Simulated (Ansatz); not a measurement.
# 64-atom supercell of rocksalt CaS

Aim: the perfect cell at several levels of theory (PBEsol, HSE06 and r²SCAN), as the reference that defects and stacks are counted from.

All numbers are computed with Ansatz 0.2.0 (PAW, plane waves).

### Step 1. The system as built

64 atoms (32 S, 32 Ca); a = 11.266 Å, b = 11.266 Å, c = 11.266 Å, α = 90.00°, β = 90.00°, γ = 90.00°.

Plan of the steps: (2) PBEsol single point at the Γ point alone, on 1 × NVIDIA GB300 Max-Q with 8 threads of Arm Neoverse-V2; (3) HSE06 single point at the Γ point alone, on 1 × NVIDIA GB300 Max-Q with 8 threads of Arm Neoverse-V2; (4) r²SCAN single point at the Γ point alone, on 1 × NVIDIA GB300 Max-Q with 8 threads of Arm Neoverse-V2.

### Step 2. PBEsol single point

Input file in.yaml:

```yaml
crystal:
  lattice:
    - [11.266438, 0.000000, 0.000000]
    - [0.000000, 11.266438, 0.000000]
    - [0.000000, 0.000000, 11.266438]
  atoms:
    - { symbol: S, position: [0.250000, 0.000000, 0.000000] }
    - { symbol: S, position: [0.250000, 0.000000, 0.500000] }
    - { symbol: S, position: [0.250000, 0.500000, 0.000000] }
    - { symbol: S, position: [0.250000, 0.500000, 0.500000] }
    - { symbol: S, position: [0.750000, 0.000000, 0.000000] }
    - { symbol: S, position: [0.750000, 0.000000, 0.500000] }
    - { symbol: S, position: [0.750000, 0.500000, 0.000000] }
    - { symbol: S, position: [0.750000, 0.500000, 0.500000] }
    - { symbol: S, position: [0.000000, 0.250000, 0.000000] }
    - { symbol: S, position: [0.000000, 0.250000, 0.500000] }
    - { symbol: S, position: [0.000000, 0.750000, 0.000000] }
    - { symbol: S, position: [0.000000, 0.750000, 0.500000] }
    - { symbol: S, position: [0.500000, 0.250000, 0.000000] }
    - { symbol: S, position: [0.500000, 0.250000, 0.500000] }
    - { symbol: S, position: [0.500000, 0.750000, 0.000000] }
    - { symbol: S, position: [0.500000, 0.750000, 0.500000] }
    - { symbol: S, position: [0.000000, 0.000000, 0.250000] }
    - { symbol: S, position: [0.000000, 0.000000, 0.750000] }
    - { symbol: S, position: [0.000000, 0.500000, 0.250000] }
    - { symbol: S, position: [0.000000, 0.500000, 0.750000] }
    - { symbol: S, position: [0.500000, 0.000000, 0.250000] }
    - { symbol: S, position: [0.500000, 0.000000, 0.750000] }
    - { symbol: S, position: [0.500000, 0.500000, 0.250000] }
    - { symbol: S, position: [0.500000, 0.500000, 0.750000] }
    - { symbol: S, position: [0.250000, 0.250000, 0.250000] }
    - { symbol: S, position: [0.250000, 0.250000, 0.750000] }
    - { symbol: S, position: [0.250000, 0.750000, 0.250000] }
    - { symbol: S, position: [0.250000, 0.750000, 0.750000] }
    - { symbol: S, position: [0.750000, 0.250000, 0.250000] }
    - { symbol: S, position: [0.750000, 0.250000, 0.750000] }
    - { symbol: S, position: [0.750000, 0.750000, 0.250000] }
    - { symbol: S, position: [0.750000, 0.750000, 0.750000] }
    - { symbol: Ca, position: [0.000000, 0.000000, 0.000000] }
    - { symbol: Ca, position: [0.000000, 0.000000, 0.500000] }
    - { symbol: Ca, position: [0.000000, 0.500000, 0.000000] }
    - { symbol: Ca, position: [0.000000, 0.500000, 0.500000] }
    - { symbol: Ca, position: [0.500000, 0.000000, 0.000000] }
    - { symbol: Ca, position: [0.500000, 0.000000, 0.500000] }
    - { symbol: Ca, position: [0.500000, 0.500000, 0.000000] }
    - { symbol: Ca, position: [0.500000, 0.500000, 0.500000] }
    - { symbol: Ca, position: [0.250000, 0.250000, 0.000000] }
    - { symbol: Ca, position: [0.250000, 0.250000, 0.500000] }
    - { symbol: Ca, position: [0.250000, 0.750000, 0.000000] }
    - { symbol: Ca, position: [0.250000, 0.750000, 0.500000] }
    - { symbol: Ca, position: [0.750000, 0.250000, 0.000000] }
    - { symbol: Ca, position: [0.750000, 0.250000, 0.500000] }
    - { symbol: Ca, position: [0.750000, 0.750000, 0.000000] }
    - { symbol: Ca, position: [0.750000, 0.750000, 0.500000] }
    - { symbol: Ca, position: [0.250000, 0.000000, 0.250000] }
    - { symbol: Ca, position: [0.250000, 0.000000, 0.750000] }
    - { symbol: Ca, position: [0.250000, 0.500000, 0.250000] }
    - { symbol: Ca, position: [0.250000, 0.500000, 0.750000] }
    - { symbol: Ca, position: [0.750000, 0.000000, 0.250000] }
    - { symbol: Ca, position: [0.750000, 0.000000, 0.750000] }
    - { symbol: Ca, position: [0.750000, 0.500000, 0.250000] }
    - { symbol: Ca, position: [0.750000, 0.500000, 0.750000] }
    - { symbol: Ca, position: [0.000000, 0.250000, 0.250000] }
    - { symbol: Ca, position: [0.000000, 0.250000, 0.750000] }
    - { symbol: Ca, position: [0.000000, 0.750000, 0.250000] }
    - { symbol: Ca, position: [0.000000, 0.750000, 0.750000] }
    - { symbol: Ca, position: [0.500000, 0.250000, 0.250000] }
    - { symbol: Ca, position: [0.500000, 0.250000, 0.750000] }
    - { symbol: Ca, position: [0.500000, 0.750000, 0.250000] }
    - { symbol: Ca, position: [0.500000, 0.750000, 0.750000] }
kpoints:
  mp_grid: { grid: [1, 1, 1] }
hamiltonian:
  xc: pbesol
scf:
  occupations: { method: fermi_dirac, width: 0.01 }
output:
  forces: true
  eigenvalues: true
  stress: true
  populations: true
  eigenstates: { kpoints: [[0, 0, 0]], e_range: [-6.0, 6.0], localisation: true }
```

Launch:

```sh
> ansatz run in.yaml --threads 8 --pin off --max-ram 118750MiB --runs-dir r --events-out ev --progress --plain --backend cuda --devices 0,
```

### Step 3. HSE06 single point

Edit in.yaml of step 2 so:

```diff
@@ -73,3 +73,3 @@
 hamiltonian:
-  xc: pbesol
+  xc: hse06
 scf:
@@ -79,3 +79,2 @@
   eigenvalues: true
-  stress: true
   populations: true
```

### Step 4. r²SCAN on the same atoms

Edit in.yaml of step 3 so:

```diff
@@ -73,3 +73,3 @@
 hamiltonian:
-  xc: hse06
+  xc: r2scan
 scf:
```

What does the calculation give? Wanted: for each run, top filled to lowest empty; energy; pressure.

**Answer**, as computed:

```
 level         time  top filled to lowest empty (eV)  energy (eV/atom)  pressure (GPa)
PBEsol  3.8 s (GPU)                             2.12        -1341.4869            0.75
 HSE06   29 s (GPU)                             3.31        -1362.3642               -
r²SCAN  4.8 s (GPU)                             2.68        -1366.1665               -
```

**In words.** At the same k points, PBEsol gives a spacing 1.20 eV smaller and r²SCAN gives a spacing 0.63 eV smaller than the 3.31 eV of HSE06. The price of HSE06 is about 7.7 times the time of PBEsol here. With one k point the spacing samples only the states that fold onto it, so it can exceed the gap over the zone.
